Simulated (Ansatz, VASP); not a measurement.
Given: the input of a run of Ansatz 0.2.0 on BiTe.

The input input.yaml:

```yaml
crystal:
  lattice:
    - [2.4227077728, 1.3987509848, 3.3172919545]
    - [-2.4227077728, 1.3987509848, 3.3172919545]
    - [0.0, -2.7975019696, 3.3172919545]
  atoms:
    - { symbol: Bi, position: [0.5, 0.5, 0.5] }
    - { symbol: Te, position: [0.0, 0.0, 0.0] }
kpoints:
  mp_grid: { grid: [7, 7, 7] }
scf:
  occupations: { method: fermi_dirac, width: 0.05 }
hamiltonian:
  xc: pbesol
  pseudopotentials: { kind: all_electron, lapw: { basis_error: 0.001 } }
output:
  forces: true
  stress: true
  eigenvalues: true
  populations: true
```

Potentials or basis: all-electron LAPW, scalar-relativistic.

The run is started by

```sh
$ ansatz run input.yaml --threads 1 --pin off --max-ram 3072MiB --backend cpu --events-out ev --progress --plain --runs-dir out
```

Problem. Set up the same calculation for VASP 6.6.1. Potentials there: VASP PAW PBE potentials, release 64 (Bi_d, Te).

Solution. As run (the cutoff follows the program's own potentials):

The input INCAR:

```
SYSTEM = BiTe
PREC = Accurate
ENCUT = 520
EDIFF = 1E-7
ISMEAR = -1
SIGMA = 0.05
LREAL = .False.
LASPH = .True.
NELM = 100
ALGO = Normal
ISIF = 2
LWAVE = .False.
LCHARG = .False.
GGA = PS
NBANDS = 18
```

The input KPOINTS:

```
Automatic mesh
0
Gamma
  7 7 7
  0 0 0
```

File POSCAR:

```
BiTe
1.0
    2.4227077728      1.3987509848      3.3172919545
   -2.4227077728      1.3987509848      3.3172919545
    0.0000000000     -2.7975019696      3.3172919545
Bi Te
1 1
Direct
    0.5000000000      0.5000000000      0.5000000000
    0.0000000000      0.0000000000      0.0000000000
```

Potentials or basis: VASP PAW PBE potentials, release 64 (Bi_d, Te).

Command:

```bash
$ cat potpaw_PBE.64/Bi_d/POTCAR potpaw_PBE.64/Te/POTCAR > POTCAR
$ mpirun -np 1 vasp_std > vasp.out
```

Both were run:

|  | VASP | Ansatz | Ansatz less VASP |
| --- | --- | --- | --- |
| gap on the k mesh at the Fermi level (eV) | none | none | - |
| pressure (GPa) | -2.3 | -2.3 | +0.04 |
| largest component of the traceless stress (GPa) | 0.10 | 0.10 | -0.001 |

A gap of «none» marks a metal or a gap that the smearing closes. Ansatz ran all-electron here, so the differences hold the error of VASP's frozen core and of both bases.

Caveats: spin-orbit coupling is left out, which moves the levels of the heavy elements; the PAW data sets were made with another functional, which shifts forces and pressure a little (VASP).
